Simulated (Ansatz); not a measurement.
# Se: squeezing one contact

An exercise on one series of results from a longer session: the logs are not shown, and one member is left open.

Program: Ansatz 0.2.0. Level of theory: DFT, r2SCAN, PAW with Ansatz's default frozen-core files, scalar-relativistic. These are calculated values, not measurements.

3 further runs of the same task are left out: 3 that didn't finish.

## The structure to begin with

The structure is trigonal, space group P3_121 (No. 152). Conventional cell: a = 4.505 Å, b = 4.505 Å, c = 4.979 Å, α = 90.00°, β = 90.00°, γ = 120.00°. Around Se (site symmetry 2) lie 2 Se at 2.38 Å.

Structure file:

```
CELL_PARAMETERS angstrom
4.50482 0.00000 0.00000
-2.25241 3.90129 0.00000
0.00000 0.00000 4.97880
ATOMIC_POSITIONS crystal
Se 0.21789 0.00000 0.33333
Se 0.00000 0.21789 0.66667
Se 0.78211 0.78211 0.00000
```

Atoms are numbered in the order of the input: Se1, Se2, Se3.

Set-up of the first run:

Input file input.yaml:

```yaml
crystal:
  lattice:
    - [4.5048207049, 0.0, 0.0]
    - [-2.2524103524, 3.9012891699, 0.0]
    - [0.0, 0.0, 4.9787963167]
  atoms:
    - { symbol: Se, position: [0.21789298, 0.0, 0.3333333333] }
    - { symbol: Se, position: [0.0, 0.21789298, 0.6666666667] }
    - { symbol: Se, position: [0.78210702, 0.78210702, 0.0] }
kpoints:
  mp_grid: { grid: [6, 6, 5] }
scf:
  occupations: { method: fermi_dirac, width: 0.03 }
hamiltonian:
  xc: r2scan
  pseudopotentials: { kind: paw }
output:
  forces: true
  stress: true
  eigenvalues: true
  efg: { contact_densities: true }
  populations: true
```

Started as:

```sh
ansatz run input.yaml --threads 1 --pin off --max-ram 3072MiB --backend cpu --events-out ev --progress --plain --runs-dir out
```

Among the steps run: Shortest bond scaled by 1, PAW; Shortest bond scaled by 0.94, PAW; Shortest bond scaled by 0.82, PAW; Shortest bond scaled by 0.76, PAW; Shortest bond scaled by 0.64, PAW; Shortest bond scaled by 0.64, PAW (cutoff 1000 eV).

One of the session's tables, all rows but one given; the rest of the session is left out.

```
              method  length (Å)  F from the given length (eV/cell)  force along the bond (eV/Å)  pressure (GPa)  gap on the k mesh (eV)  largest force (eV/Å)
                 PAW       1.521                             13.984                       61.314           59.24                    0.84                61.317
                 PAW       1.806                              3.485                       19.266           22.80                    0.93                19.272
                 PAW       1.948                                  ?                            ?               ?                       ?                     ?
                 PAW       2.233                              0.096                        1.535            2.25                    1.53                 1.537
                 PAW       2.376                              0.000                       -0.020            0.00                    1.75                 0.032
PAW (cutoff 1000 eV)       1.521                                  –                       61.267           59.20                    0.84                61.270
```

Estimate the missing values for PAW, 1.948.

The run gave: F from the given length (eV/cell): 1.477; force along the bond (eV/Å): 9.775; pressure (GPa): 12.58; gap on the k mesh (eV): 1.19; largest force (eV/Å): 9.781.
